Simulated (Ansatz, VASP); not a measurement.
**One calculation of Br, two programs**

The input INCAR:

```
SYSTEM = Br
ALGO = Normal ; EDIFF = 1E-7
ENCUT = 520 ; ISIF = 2
ISMEAR = -1 ; LASPH = .True.
LCHARG = .False. ; LREAL = .False.
LWAVE = .False. ; NBANDS = 10
NELM = 60 ; PREC = Accurate
SIGMA = 0.1
```

KPOINTS

```
k-points
0
Gamma
  12 12 12
  0 0 0
```

File POSCAR:

```
Br
1.0
    2.9855851172      0.0000000000      0.0000000000
    0.0000000000      2.9855851172      0.0000000000
    0.0000000000      0.0000000000      2.9855851172
Br
1
Direct
    0.0000000000      0.0000000000      0.0000000000
```

Input for Ansatz:

```yaml
crystal:
  lattice:
    - [2.9855851172, 0.0, 0.0]
    - [0.0, 2.9855851172, 0.0]
    - [0.0, 0.0, 2.9855851172]
  atoms:
    - { symbol: Br, position: [0.0, 0.0, 0.0] }
kpoints:
  mp_grid: { grid: [12, 12, 12] }
  band_path:
    path:
      - [0.0, 0.0, 0.0]
      - [0.0, 0.5, 0.0]
      - [0.5, 0.5, 0.0]
      - [0.0, 0.0, 0.0]
      - [0.5, 0.5, 0.5]
      - [0.0, 0.5, 0.0]
      - [0.5, 0.5, 0.5]
      - [0.5, 0.5, 0.0]
    npoints: 14
scf:
  occupations: { method: fermi_dirac, width: 0.1 }
hamiltonian:
  xc: lda
  pseudopotentials: { kind: all_electron, lapw: { basis_error: 0.001 } }
output:
  forces: true
  stress: true
  eigenvalues: true
  populations: true
  dos: { projected: true, de: 0.2, e_range: [-14, 8] }
```

The real solid is made of molecules; this cell is a model form.

Alike in both runs: task single point; functional LDA; k mesh 12 × 12 × 12; occupations fermi-dirac, width 0.1 eV; no spin polarisation.

|  | VASP | Ansatz |
| --- | --- | --- |
| version | VASP 6.6.1 | Ansatz 0.2.0 |
| potentials or method | VASP PAW LDA potentials, release 64 (Br) | all-electron LAPW, scalar-relativistic |
| plane-wave cutoff (eV) | 520 | see its input |

```tsv
	VASP	Ansatz	Ansatz less VASP
pressure (GPa)	0.1	0.0	-0.06
```

Ansatz ran all-electron here, so the differences hold the error of VASP's frozen core and of both bases.

Caveats: an odd number of electrons without spin polarisation forces a metal; a magnetic or distorted state may lie lower.
